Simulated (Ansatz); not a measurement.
# W (beta tin type): the cost of one run

Computed with Ansatz 0.2.0 (DFT PBE, with the methods named in each step, unless a step's input says otherwise).

3 further runs of the same task are left out: 3 that didn't finish.

### 1 Starting point

Symmetry: I4_1/amd, No. 141, tetragonal system. Conventional cell: a = 5.118 Å, b = 5.118 Å, c = 2.690 Å, α = 90.00°, β = 90.00°, γ = 90.00°. Around W (site symmetry -4m2) lie 6 W at 2.65 to 2.69 Å.

As a file:

```
CELL_PARAMETERS angstrom
-2.55923 2.55923 1.34497
2.55923 -2.55923 1.34497
2.55923 2.55923 -1.34497
ATOMIC_POSITIONS crystal
W 0.62500 0.87500 0.75000
W 0.37500 0.12500 0.25000
```

Whether this phase is the stable one at these pressures isn't tested.

Atoms are numbered in the order of the input: W1, W2.

### 2 The reference volume, LAPW

input.yaml

```yaml
crystal:
  lattice:
    - [-2.5592305546, 2.5592305546, 1.344973075]
    - [2.5592305546, -2.5592305546, 1.344973075]
    - [2.5592305546, 2.5592305546, -1.344973075]
  atoms:
    - { symbol: W, position: [-0.375, -0.125, -0.25] }
    - { symbol: W, position: [0.375, 0.125, 0.25] }
kpoints:
  mp_grid: { grid: [16, 16, 16] }
  band_path:
    path:
      - [0.0, 0.0, 0.0]
      - [0.0, 0.0, 0.5]
      - [-0.5, 0.5, 0.5]
      - [0.0, 0.0, 0.0]
      - [0.3190475646, 0.3190475646, -0.3190475646]
      - [-0.3190475646, 0.6809524354, 0.3190475646]
      - [-0.5, 0.5, 0.5]
      - [0.0, 0.0, 0.5]
      - [0.25, 0.25, 0.25]
    npoints: 14
scf:
  occupations: { method: fermi_dirac, width: 0.05 }
hamiltonian:
  xc: pbe
  pseudopotentials: { kind: all_electron, lapw: { basis_error: 0.001 } }
output:
  forces: true
  stress: true
  eigenvalues: true
  populations: true
  dos: { projected: true, de: 0.2, e_range: [-14, 8] }
```

Run with:

```sh
$ ansatz run input.yaml --threads 1 --pin off --max-ram 2048MiB --backend cpu --events-out ev --progress --plain --runs-dir out
```

**Question.** How long does this run take on 1 thread of Intel Xeon Platinum 8375C at 2.90GHz (Ice Lake), shared host, and how much memory does it need?

About 3 min, with a peak of 1.4 GiB.
